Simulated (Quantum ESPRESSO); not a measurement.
# Sb (P6_3/mmc) in Quantum ESPRESSO: single point with PBE

Aim: the single point of Sb with PBE.

Everything below comes from runs of Quantum ESPRESSO 7.5. Logs are shortened: lines on timing, memory, paths and dates and some standing lists are left out, and cuts for length are marked.

**1. Starting point**

Symmetry: P6_3/mmc, No. 194, hexagonal system. Conventional cell: a = 3.355 Å, b = 3.355 Å, c = 5.470 Å, α = 90.00°, β = 90.00°, γ = 120.00°. Sb (site symmetry -6m2) has 12 Sb at 3.35 Å as nearest neighbours.

This isn't the form of Sb at room conditions, which is rhombohedral.

**2. Single point, PBE**

File run.py:

```python
import numpy as np
from ase.calculators.espresso import Espresso, EspressoProfile
from ase.io import read

atoms = read('POSCAR')

input_data = {
    'control': {'calculation': 'scf', 'prefix': 'pwscf', 'outdir': './tmp', 'tprnfor': True, 'tstress': True, 'disk_io': 'nowf'},
    'system': {'ecutwfc': 55.0, 'ecutrho': 440.0, 'nbnd': 22, 'occupations': 'smearing', 'smearing': 'fd', 'degauss': 0.00367493},
    'electrons': {'conv_thr': 4e-10, 'electron_maxstep': 120, 'mixing_beta': 0.5},
}
pseudopotentials = {'Sb': 'sb_pbe_v1.4.uspp.F.UPF'}
profile = EspressoProfile(command='pw.x', pseudo_dir='pseudo')
dft = Espresso(profile=profile, input_data=input_data, pseudopotentials=pseudopotentials, kpts=(9, 9, 5), koffset=(0, 0, 0))
atoms.calc = dft

print(f'energy {atoms.get_potential_energy():.8f} eV')
print('forces (eV/A)')
print(np.round(atoms.get_forces(), 6))
print('stress (eV/A^3, Voigt)')
print(np.round(atoms.get_stress(), 8))
print(f'Fermi level {dft.get_fermi_level():.4f} eV')
```

File POSCAR:

```
Sb
1.0
    3.3545324186      0.0000000000      0.0000000000
   -1.6772662093      2.9051102923      0.0000000000
    0.0000000000      0.0000000000      5.4701606500
Sb
2
Direct
    0.6666666667      0.3333333333      0.7500000000
    0.3333333333      0.6666666667      0.2500000000
```

Potentials or basis: SSSP 1.3 efficiency PBE.

On the command line:

```sh
OMP_NUM_THREADS=1 python run.py
```

Log:

```text
energy -5032.24119328 eV
forces (eV/A)
[[ 0.  0.  0.]
 [-0. -0.  0.]]
stress (eV/A^3, Voigt)
[-0.01072316 -0.01072316 -0.00889327  0.         -0.         -0.        ]
Fermi level 11.9180 eV
```

espresso.pwi:

```text
&CONTROL
   calculation      = 'scf'
   tstress          = .true.
   tprnfor          = .true.
   outdir           = './tmp'
   prefix           = 'pwscf'
   disk_io          = 'nowf'
   pseudo_dir       = 'pseudo'
/
&SYSTEM
   nbnd             = 22
   ecutwfc          = 55.0
   ecutrho          = 440.0
   occupations      = 'smearing'
   degauss          = 0.00367493
   smearing         = 'fd'
   ntyp             = 1
   nat              = 2
   ibrav            = 0
/
&ELECTRONS
   electron_maxstep = 120
   conv_thr         = 4e-10
   mixing_beta      = 0.5
/
&IONS
/
&CELL
/
&FCP
/
&RISM
/
ATOMIC_SPECIES
Sb 121.76 sb_pbe_v1.4.uspp.F.UPF

K_POINTS automatic
9 9 5  0 0 0

CELL_PARAMETERS angstrom
3.35453241860000 0.00000000000000 0.00000000000000
-1.67726620930000 2.90511029230000 0.00000000000000
0.00000000000000 0.00000000000000 5.47016065000000

ATOMIC_POSITIONS angstrom
Sb 1.6772662095 0.9683700973 4.1026204875  
Sb -0.0000000002 1.9367401950 1.3675401625
```

espresso.pwo:

```text
This program is part of the open-source Quantum ESPRESSO suite
     for quantum simulation of materials; please cite
         "P. Giannozzi et al., J. Phys.:Condens. Matter 21 395502 (2009);
         "P. Giannozzi et al., J. Phys.:Condens. Matter 29 465901 (2017);
         "P. Giannozzi et al., J. Chem. Phys. 152 154105 (2020);
     in publications or presentations arising from this work. More details at

Warning: card &CELL ignored
Warning: card &FCP ignored
Warning: card &RISM ignored

     Message from routine setup:
     using ibrav=0 with symmetry is DISCOURAGED, use correct ibrav instead

     G-vector sticks info
     --------------------
     sticks:   dense  smooth     PW     G-vecs:    dense   smooth      PW
     Sum        1213     595    187                56133    19843    3285

     Using Slab Decomposition

     bravais-lattice index     =            0
     lattice parameter (alat)  =       6.3391  a.u.
     unit-cell volume          =     359.7421 (a.u.)^3
     number of atoms/cell      =            2
     number of atomic types    =            1
     number of electrons       =        30.00
     number of Kohn-Sham states=           22
     kinetic-energy cutoff     =      55.0000  Ry
     charge density cutoff     =     440.0000  Ry
     scf convergence threshold =      4.0E-10
     mixing beta               =       0.5000
     number of iterations used =            8  plain     mixing
     Exchange-correlation=  SLA  PW   PBX  PBC
                           (   1   4   3   4   0   0   0)

     celldm(1)=   6.339148  celldm(2)=   0.000000  celldm(3)=   0.000000
     celldm(4)=   0.000000  celldm(5)=   0.000000  celldm(6)=   0.000000

     crystal axes: (cart. coord. in units of alat)
               a(1) = (   1.000000   0.000000   0.000000 )
               a(2) = (  -0.500000   0.866025   0.000000 )
               a(3) = (   0.000000   0.000000   1.630678 )

     reciprocal axes: (cart. coord. in units 2 pi/alat)
               b(1) = (  1.000000  0.577350 -0.000000 )
               b(2) = (  0.000000  1.154701  0.000000 )
               b(3) = (  0.000000 -0.000000  0.613242 )

     PseudoPot. # 1 for Sb read from file:
     sb_pbe_v1.4.uspp.F.UPF
     Pseudo is Ultrasoft + core correction, Zval = 15.0
     Generated by new atomic code, or converted to UPF format
     Using radial grid of  891 points,  6 beta functions with:
                l(1) =   0
                l(2) =   0
                l(3) =   1
                l(4) =   1
                l(5) =   2
                l(6) =   2
     Q(r) pseudized with  8 coefficients,  rinner =    1.350   1.350   1.350
                                                       1.350   1.350

     atomic species   valence    mass     pseudopotential
     Sb               15.00   121.76000     Sb( 1.00)

     24 Sym. Ops., with inversion, found (12 have fractional translation)

   Cartesian axes

     site n.     atom                  positions (alat units)
         1        Sb     tau(   1) = (   0.5000000   0.2886751   1.2230082  )
         2        Sb     tau(   2) = (  -0.0000000   0.5773503   0.4076694  )

     number of k points=    36  Fermi-Dirac smearing, width (Ry)=  0.0037
                       cart. coord. in units 2pi/alat
        k(    1) = (   0.0000000   0.0000000   0.0000000), wk =   0.0049383
        k(    2) = (   0.0000000   0.0000000   0.1226484), wk =   0.0098765
        k(    3) = (   0.0000000   0.0000000   0.2452968), wk =   0.0098765
        k(    4) = (   0.0000000   0.1283001   0.0000000), wk =   0.0296296
        k(    5) = (   0.0000000   0.1283001   0.1226484), wk =   0.0592593
        k(    6) = (   0.0000000   0.1283001   0.2452968), wk =   0.0592593
[... 28 lines left out ...]
        k(   35) = (   0.3333333   0.5773503   0.1226484), wk =   0.0197531
        k(   36) = (   0.3333333   0.5773503   0.2452968), wk =   0.0197531

     Dense  grid:    56133 G-vectors     FFT dimensions: (  45,  45,  72)

     Smooth grid:    19843 G-vectors     FFT dimensions: (  30,  30,  50)

     Initial potential from superposition of free atoms

     starting charge      28.0000, renormalised to      30.0000
     Starting wfcs are   18 randomized atomic wfcs +    4 random wfcs

     Self-consistent Calculation

     iteration #  1     ecut=    55.00 Ry     beta= 0.50
     Davidson diagonalization with overlap
     ethr =  1.00E-02,  avg # of iterations =  6.2

     total energy              =    -369.48192931 Ry
     estimated scf accuracy    <       1.97298559 Ry

     iteration #  2     ecut=    55.00 Ry     beta= 0.50
     Davidson diagonalization with overlap
     ethr =  6.58E-03,  avg # of iterations =  2.0

     total energy              =    -369.86039390 Ry
     estimated scf accuracy    <       0.02665177 Ry

     iteration #  3     ecut=    55.00 Ry     beta= 0.50
     Davidson diagonalization with overlap
     ethr =  8.88E-05,  avg # of iterations =  3.2

     total energy              =    -369.86269417 Ry
     estimated scf accuracy    <       0.00278009 Ry

     iteration #  4     ecut=    55.00 Ry     beta= 0.50
     Davidson diagonalization with overlap
     ethr =  9.27E-06,  avg # of iterations =  3.7

     total energy              =    -369.86292611 Ry
     estimated scf accuracy    <       0.00001687 Ry

     iteration #  5     ecut=    55.00 Ry     beta= 0.50
     Davidson diagonalization with overlap
     ethr =  5.62E-08,  avg # of iterations =  3.6

     total energy              =    -369.86293770 Ry
     estimated scf accuracy    <       0.00000270 Ry

     iteration #  6     ecut=    55.00 Ry     beta= 0.50
     Davidson diagonalization with overlap
     ethr =  9.01E-09,  avg # of iterations =  2.0

     total energy              =    -369.86293809 Ry
     estimated scf accuracy    <       0.00000002 Ry

     iteration #  7     ecut=    55.00 Ry     beta= 0.50
     Davidson diagonalization with overlap
     ethr =  7.09E-11,  avg # of iterations =  2.3

     total energy              =    -369.86293810 Ry
     estimated scf accuracy    <          5.7E-09 Ry

     iteration #  8     ecut=    55.00 Ry     beta= 0.50
     Davidson diagonalization with overlap
     ethr =  1.92E-11,  avg # of iterations =  2.0

     End of self-consistent calculation

          k = 0.0000 0.0000 0.0000 (  2539 PWs)   bands (ev):

   -17.3479 -17.3386 -17.3295 -17.3295 -17.3252 -17.3252 -17.3207 -17.3207
   -17.2692 -17.2692  -0.9982   2.8399   6.1276  15.6198  15.6198  17.2625
    17.2625  17.5016  19.9163  21.2267  22.4339  22.4339

          k = 0.0000 0.0000 0.1226 (  2491 PWs)   bands (ev):

   -17.3468 -17.3394 -17.3348 -17.3348 -17.3276 -17.3276 -17.3101 -17.3101
   -17.2721 -17.2721  -0.7979   2.0083   7.3649  15.7100  15.7684  15.7684
    17.1153  17.1153  20.0723  21.5274  22.0450  22.0450

          k = 0.0000 0.0000 0.2453 (  2478 PWs)   bands (ev):

   -17.3443 -17.3415 -17.3365 -17.3365 -17.3329 -17.3329 -17.2944 -17.2944
   -17.2808 -17.2808  -0.2009   0.7702   9.8028  12.7006  16.1736  16.1736
    16.6980  16.6980  20.5429  21.3245  21.8618  22.1400

          k = 0.0000 0.1283 0.0000 (  2505 PWs)   bands (ev):

   -17.3470 -17.3380 -17.3268 -17.3237 -17.3234 -17.3212 -17.3212 -17.3167
   -17.2737 -17.2684  -0.7795   3.0297   6.3571  13.7148  14.8872  16.1531
    17.2454  17.3435  19.8406  21.4416  22.2209  22.6980

          k = 0.0000 0.1283 0.1226 (  2484 PWs)   bands (ev):

   -17.3456 -17.3410 -17.3331 -17.3295 -17.3243 -17.3194 -17.3103 -17.3094
   -17.2758 -17.2715  -0.5794   2.2117   7.5718  13.8978  15.0630  15.4313
    16.1402  17.0190  19.6682  21.2249  21.9942  22.4218

          k = 0.0000 0.1283 0.2453 (  2493 PWs)   bands (ev):

   -17.3445 -17.3439 -17.3340 -17.3298 -17.3293 -17.3252 -17.2951 -17.2942
   -17.2829 -17.2805   0.0161   0.9834   9.9675  12.7743  14.4262  15.2176
    15.5642  16.2934  19.6807  20.3105  22.4090  22.6089

          k = 0.0000 0.2566 0.0000 (  2491 PWs)   bands (ev):

   -17.3548 -17.3318 -17.3298 -17.3280 -17.3266 -17.3029 -17.3002 -17.2951
   -17.2846 -17.2666  -0.1280   3.5710   7.0336  10.8219  13.7709  13.8673
    16.0927  16.8455  18.1295  20.6635  21.8488  22.6460

          k = 0.0000 0.2566 0.1226 (  2488 PWs)   bands (ev):

   -17.3534 -17.3423 -17.3286 -17.3265 -17.3188 -17.3030 -17.2993 -17.2960
   -17.2824 -17.2698   0.0706   2.8035   8.1369  11.0715  13.1720  13.9676
    15.7163  16.3582  18.2203  20.2162  20.5132  23.3266
[... 139 lines left out ...]
          k = 0.2222 0.5132 0.1226 (  2466 PWs)   bands (ev):

   -17.3529 -17.3419 -17.3362 -17.3151 -17.3070 -17.2934 -17.2795 -17.2764
   -17.2721 -17.2584   2.9722   4.3279   7.5602   8.6269   9.5607  11.3242
    11.8570  13.6105  17.3515  21.4367  21.7732  23.5491

          k = 0.2222 0.5132 0.2453 (  2472 PWs)   bands (ev):

   -17.3498 -17.3482 -17.3264 -17.3152 -17.3102 -17.2999 -17.2817 -17.2755
   -17.2664 -17.2594   3.4228   3.9876   7.3307   7.8848   9.6055  10.4507
    13.8096  14.9969  18.9047  19.8693  20.8052  21.8276

          k = 0.3333 0.5774 0.0000 (  2460 PWs)   bands (ev):

   -17.3631 -17.3177 -17.3177 -17.3161 -17.3161 -17.2965 -17.2827 -17.2724
   -17.2724 -17.2704   3.8397   3.8397   7.5158   9.8179   9.8179  10.9586
    11.2346  11.2346  15.6057  24.6690  24.8685  24.8685

          k = 0.3333 0.5774 0.1226 (  2475 PWs)   bands (ev):

   -17.3544 -17.3348 -17.3348 -17.3002 -17.3002 -17.2952 -17.2840 -17.2794
   -17.2712 -17.2712   3.9365   3.9365   7.7200   8.7530   8.7530  10.3407
    12.7076  12.7076  16.5910  22.8112  22.8112  24.5833

          k = 0.3333 0.5774 0.2453 (  2460 PWs)   bands (ev):

   -17.3460 -17.3460 -17.3314 -17.3028 -17.2917 -17.2914 -17.2914 -17.2875
   -17.2685 -17.2685   4.1193   4.1193   7.8291   7.8291   8.3175   9.2506
    14.6510  14.6510  18.7859  20.1813  20.1813  21.5635

     the Fermi energy is    11.9180 ev

!    total energy              =    -369.86293811 Ry
     estimated scf accuracy    <          2.7E-10 Ry
     smearing contrib. (-TS)   =      -0.00088453 Ry
     internal energy E=F+TS    =    -369.86205358 Ry

     The total energy is F=E-TS. E is the sum of the following terms:
     one-electron contribution =    -140.50423519 Ry
     hartree contribution      =      88.99502533 Ry
     xc contribution           =     -88.11285959 Ry
     ewald contribution        =    -230.23998413 Ry

     convergence has been achieved in   8 iterations

     Forces acting on atoms (cartesian axes, Ry/au):

     atom    1 type  1   force =     0.00000000    0.00000000    0.00000000
     atom    2 type  1   force =    -0.00000000   -0.00000000    0.00000000

     Total force =     0.000000     Total SCF correction =     0.000000

     Computing stress (Cartesian axis) and pressure

          total   stress  (Ry/bohr**3)                   (kbar)     P=       16.20
   0.00011679   0.00000000   0.00000000           17.18        0.00        0.00
   0.00000000   0.00011679  -0.00000000            0.00       17.18       -0.00
   0.00000000   0.00000000   0.00009686            0.00        0.00       14.25

=------------------------------------------------------------------------------=
   JOB DONE.
=------------------------------------------------------------------------------=
```

It took 29 s on 1 thread of Arm Neoverse V2, shared host; peak memory 0.25 GiB.

What came out:

- Free energy: -5032.2416 eV
- Pressure: 1.6 GPa
- Band gap on the k mesh: none (metal or under the smearing width)

Stress tensor (GPa, compression positive):
```
1.72 0.00 0.00
0.00 1.72 0.00
0.00 0.00 1.42
```
